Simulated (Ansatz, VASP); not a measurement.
BN: VASP beside Ansatz

```xyz
2
Lattice="1.2511 0.7223 3.3729 -1.2511 0.7223 3.3729 0.0000 -1.4447 3.3729" Properties=species:S:1:pos:R:3 pbc="T T T"
N     0.0000    0.0000    6.7517
B     0.0000    0.0000    0.0033
```

The cell is a database's computed one.

Alike in both runs: task relaxation of cell and atoms; functional revPBE; k mesh 12 × 12 × 12; occupations fermi-dirac, width 0.05 eV; no spin polarisation.

```csv
,VASP,Ansatz
version,VASP 6.6.1,Ansatz 0.2.0
potentials or method,"VASP PAW PBE potentials, release 64 (N, B)",Ansatz PAW
plane-wave cutoff (eV),600,420
valence electrons in the cell,8,8
```

```tsv
	VASP	Ansatz	Ansatz less VASP
gap on the k mesh at the Fermi level, each at its own relaxed structure (eV)	4.59	4.34	-0.251
relaxed volume (Å³/atom)	11.03	14.07	+3.042
relaxed cell length with the largest relative difference (Å)	4.263	5.316	+1.0527
energy change over the relaxation (meV/atom)	-23	-33	-10.1
```

One of these differences is far larger than is usual between the two programs; its cause wasn't traced.

Caveats: the volume moved by over 15 % at a fixed basis, so the end points are rough; the PAW data sets were made with another functional, which shifts forces and pressure a little (VASP); the plane-wave basis is chosen anew once the cell has moved, so the energies of steps on either side of that aren't comparable (Ansatz); the pressure holds a Pulay correction of +0.3 GPa for the finite cutoff (Ansatz); the PAW data sets come from PBE, with cores solved anew for the run's functional, which leaves a small shift of forces and pressure (Ansatz). A k mesh can miss the band edges. Expect the measured gap to be larger: semilocal functionals such as revPBE lack the derivative discontinuity.
